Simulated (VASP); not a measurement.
The system is Al2O3 (Corundum).

```
Al O
1.0
     2.40435    1.38815    4.37450
    -2.40435    1.38815    4.37450
     0.00000   -2.77631    4.37450
Al O
4 6
Direct
  0.35215 0.35215 0.35215
  0.14785 0.14785 0.14785
  0.64785 0.64785 0.64785
  0.85215 0.85215 0.85215
  0.55617 0.94383 0.25000
  0.25000 0.55617 0.94383
  0.94383 0.25000 0.55617
  0.44383 0.05617 0.75000
  0.75000 0.44383 0.05617
  0.05617 0.75000 0.44383
```

| Item | Value |
| --- | --- |
| Program | VASP 6.6.1 |
| Task | relaxation of cell and atoms |
| Functional | PBEsol |
| Potentials or basis | VASP PAW PBE potentials, release 64 (Al, O) |
| Cutoff | 600 eV |
| k mesh | 6 × 6 × 6 |
| Occupations | gaussian, width 0.02 eV |
| Spin | no spin polarisation |

At the start: pressure -5.6 GPa; volume 8.76 Å³/atom.

Q: How do energy, volume and symmetry change on relaxing?

A: Over 8 steps the energy falls by 3.7 meV/atom and the volume is 8.56 Å³/atom (-2.3 %); space group R-3c (No. 167, to 0.05 Å).

Step by step:
```
step  energy change (eV)  largest force (eV/Å)  pressure (GPa)  volume (Å³)
   1              0.0000                0.0625           -5.58        87.60
   2             -0.0088                0.0560            5.27        83.79
   3             -0.0371                0.0161            0.00        85.54
   4             -0.0371                0.0160            0.09        85.50
   5             -0.0372                0.0053            0.11        85.49
   6             -0.0372                0.0035            0.11        85.49
   7             -0.0372                0.0021            0.11        85.49
   8             -0.0372                0.0012           -0.06        85.55
```

Final structure:
```xyz
10
Lattice="2.3864 1.3778 4.3366 -2.3864 1.3778 4.3366 0.0000 -2.7556 4.3366" Properties=species:S:1:pos:R:3 pbc="T T T"
Al    0.0000    0.0000    4.5803
Al    0.0000    0.0000    1.9245
Al    0.0000    0.0000    8.4294
Al    0.0000    0.0000   11.0852
O    -0.9268    1.3778    7.5890
O    -0.7298   -1.4915    7.5890
O     1.6566    0.1137    7.5890
O     0.9268   -1.3778    5.4207
O     0.7298    1.4915    5.4207
O    -1.6566   -0.1137    5.4207
```

Caveat: the PAW data sets were made with another functional, which shifts forces and pressure a little.
